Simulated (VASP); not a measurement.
# ZnSe: relaxation of cell and atoms with PBE

ZnSe:

```xyz
2
Lattice="0.0000 2.8338 2.8338 2.8338 0.0000 2.8338 2.8338 2.8338 0.0000" Properties=species:S:1:pos:R:3 pbc="T T T"
Zn    0.0000    0.0000    0.0000
Se    1.4169    1.4169    1.4169
```

- Program: VASP 6.6.1
- Task: relaxation of cell and atoms
- Functional: PBE
- Potentials or basis: VASP PAW PBE potentials, release 64 (Zn, Se)
- Cutoff: 520 eV
- k mesh: 10 × 10 × 10
- Occupations: gaussian, width 0.02 eV
- Spin: no spin polarisation
- Further INCAR settings: ALGO = Fast; EDIFF = 1e-07; IBRION = 2; EDIFFG = -0.002; NSW = 80; ISIF = 3

| Item | Value |
| --- | --- |
| Relaxed volume | 23.63 Å³/atom |
| Relaxed cell | a = 4.058 Å, b = 4.058 Å, c = 4.058 Å, α = 60.00°, β = 60.00°, γ = 60.00° |
| Space group after relaxing (to 0.05 Å) | F-43m (No. 216) |
| Energy gained by relaxing | 6.2 meV/atom |
| Ionic steps | 10 |
| Pressure after relaxing | 0.0 GPa |
| Band gap on the k mesh | 1.14 eV, direct |

Step by step:
```
step  energy change (eV)  largest force (eV/Å)  pressure (GPa)  volume (Å³)
   1              0.0000                0.0000            2.38        45.51
   2             -0.0114                0.0000           -0.63        47.77
   3             -0.0124                0.0000            0.03        47.25
   4             -0.0124                0.0000           -0.02        47.28
   5             -0.0124                0.0000           -0.03        47.27
   6             -0.0124                0.0000            0.06        47.21
   7             -0.0124                0.0000            0.03        47.24
   8             -0.0124                0.0000            0.05        47.25
   9             -0.0124                0.0000            0.03        47.26
  10             -0.0124                0.0000            0.01        47.26
```

Final structure:
```cif
data_structure
_symmetry_space_group_name_H-M 'P 1'
_symmetry_Int_Tables_number 1
_cell_length_a 4.0583
_cell_length_b 4.0583
_cell_length_c 4.0583
_cell_angle_alpha 60.000
_cell_angle_beta 60.000
_cell_angle_gamma 60.000
_cell_volume 47.26
loop_
_atom_site_label
_atom_site_type_symbol
_atom_site_fract_x
_atom_site_fract_y
_atom_site_fract_z
_atom_site_occupancy
Zn1 Zn 0.00000 0.00000 0.00000 1
Se1 Se 0.25000 0.25000 0.25000 1
```

Levels at points of the mesh, in eV from the valence-band top:
| k point | band 7 | band 8 | band 9 | band 10 | band 11 | band 12 |
| --- | --- | --- | --- | --- | --- | --- |
| (0.00, 0.00, 0.00) | 0.00 | 0.00 | 0.00 | 1.14 | 5.81 | 5.81 |
| (0.50, 0.00, 0.00) | -4.99 | -0.81 | -0.81 | 2.48 | 6.39 | 6.39 |
| (0.50, 0.50, 0.00) | -4.59 | -2.05 | -2.05 | 3.07 | 3.46 | 10.47 |

Run time: 83 s on 4 MPI ranks on AMD EPYC 7R43 64-Core Processor (Zen 3), on a shared host, peak memory 0.15 GiB a rank.

Expect the measured gap to be larger: semilocal functionals such as PBE lack the derivative discontinuity. Zero-point motion and thermal expansion aren't in these numbers.
